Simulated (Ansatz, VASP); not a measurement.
# Two plane-wave programs on ZnS

File POSCAR:

```
ZnS
1.0
    0.0000000000      2.6945131942      2.3913804599
    2.6945131942      0.0000000000      2.3913804599
    2.6945131942      2.6945131942      0.0000000000
Zn S
1 1
Direct
    0.0000000000      0.0000000000      0.0000000000
    0.7500000000      0.7500000000      0.7500000000
```

File INCAR.step1:

```
SYSTEM = ZnS
PREC = Accurate
ENCUT = 520
ISMEAR = 0
SIGMA = 0.05
LREAL = .False.
LASPH = .True.
NELM = 60
NBANDS = 16
GGA = PE
ALGO = Normal
EDIFF = 1E-4
LWAVE = .True.
LCHARG = .False.
```

The input INCAR.step2:

```
SYSTEM = ZnS
PREC = Accurate
ENCUT = 520
EDIFF = 1E-6
ISMEAR = 0
SIGMA = 0.05
LREAL = .False.
LASPH = .True.
NELM = 60
ALGO = Normal
ISIF = 2
LWAVE = .False.
LCHARG = .False.
METAGGA = R2SCAN
LMIXTAU = .True.
NBANDS = 16
ISTART = 1
```

The input KPOINTS:

```
regular mesh
0
Gamma
  8 8 8
  0 0 0
```

Input for Ansatz:

```yaml
crystal:
  lattice:
    - [0.0, 2.6945131942, 2.3913804599]
    - [2.6945131942, 0.0, 2.3913804599]
    - [2.6945131942, 2.6945131942, 0.0]
  atoms:
    - { symbol: Zn, position: [0.0, 0.0, 0.0] }
    - { symbol: S, position: [0.75, 0.75, 0.75] }
basis:
  ecutwfc: 500
kpoints:
  mp_grid: { grid: [8, 8, 8] }
hamiltonian:
  xc: r2scan
scf:
  occupations: { method: gaussian, width: 0.05 }
output:
  forces: true
  stress: true
  eigenvalues: true
```

Change from the starting cell: strain -0.1125 x Voigt [0, 0, 1, 0, 0, 0], atoms carried along.

Alike in both runs: task single point; functional r2SCAN; k mesh 8 × 8 × 8; occupations gaussian, width 0.05 eV; no spin polarisation.

```csv
,VASP,Ansatz
version,VASP 6.6.1,Ansatz 0.2.0
potentials or method,"VASP PAW PBE potentials, release 64 (Zn, S)","scalar-relativistic, plane waves, PAW"
plane-wave cutoff (eV),520,500
valence electrons in the cell,18,18
```

```tsv
	VASP	Ansatz	Ansatz less VASP
gap on the k mesh at the Fermi level (eV)	2.78	2.77	-0.008
least direct gap on the mesh (eV)	3.04	3.02	-0.024
pressure (GPa)	11.6	11.6	-0.04
largest component of the traceless stress (GPa)	2.04	2.05	+0.009
```

The functional is the same, so the differences come from potentials, cutoffs and numerics.

Caveats: the PAW data sets were made with another functional, which shifts forces and pressure a little (VASP). A k mesh can miss the band edges.
